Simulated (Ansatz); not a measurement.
LiH built on the CsCl prototype, relaxed with r2SCAN in Ansatz. Space group Pm-3m (No. 221), cubic; a = 2.502 Å in the conventional setting, 7.83 Å³ an atom. Around Li lie 8 H at 2.17 Å; around H lie 8 Li at 2.17 Å.

The axes x, y and z are those of this cell:
```
CELL_PARAMETERS angstrom
2.50166 0.00000 0.00000
0.00000 2.50166 0.00000
0.00000 0.00000 2.50166
ATOMIC_POSITIONS crystal
Li 0.00000 0.00000 0.00000
H 0.50000 0.50000 0.50000
```

Unstrained: With PBE the valence top lies at R and the conduction bottom at X, 0.707 eV higher; the smallest vertical gap, at M, is 4.216 eV. The r2SCAN gap is indirect, 1.124 eV (R to X), below the direct gap of 4.918 eV at M. The HSE06 gap is indirect, 1.407 eV (R to X), below the direct gap of 5.266 eV at M. Meshes: PBE 10×10×10, r2SCAN 10×10×10, HSE06 8×8×8. Strains are changes of length per length. After each strain the atoms were relaxed again with r2SCAN within the symmetry that the strain leaves, so tilts or polar shifts that break it weren't tested; points keep the names that they have in the unstrained zone. No spin polarisation. The prototype was imposed, so other structures may be more stable.

(1) One strain changed the r2SCAN stress by xx -0.55, yy -0.55, zz -0.55, xy +0.24, xz +0.24, yz +0.24 GPa (compression positive) and the gap by +0.014 eV (PBE), +0.014 eV (r2SCAN), +0.012 eV (HSE06). Which kind of strain was it, and roughly how large?

(2) Apply isotropic +2.51 % on every length. How far does the gap move, against the unstrained cell?

## Answers

(1) Uniaxial +1.63 % along [111], other directions held. The pattern of the stress gives the kind; the size needs the stiffness, so it is an estimate.

(2) PBE: the gap goes from 0.707 to 0.731 eV (+0.024 eV). r2SCAN: the gap goes from 1.124 to 1.154 eV (+0.030 eV). HSE06: the gap goes from 1.407 to 1.421 eV (+0.014 eV). The r2SCAN energy rises by 4.6 meV an atom.

The meshes of the hybrids are coarse, so their gaps aren't converged to the digits shown.
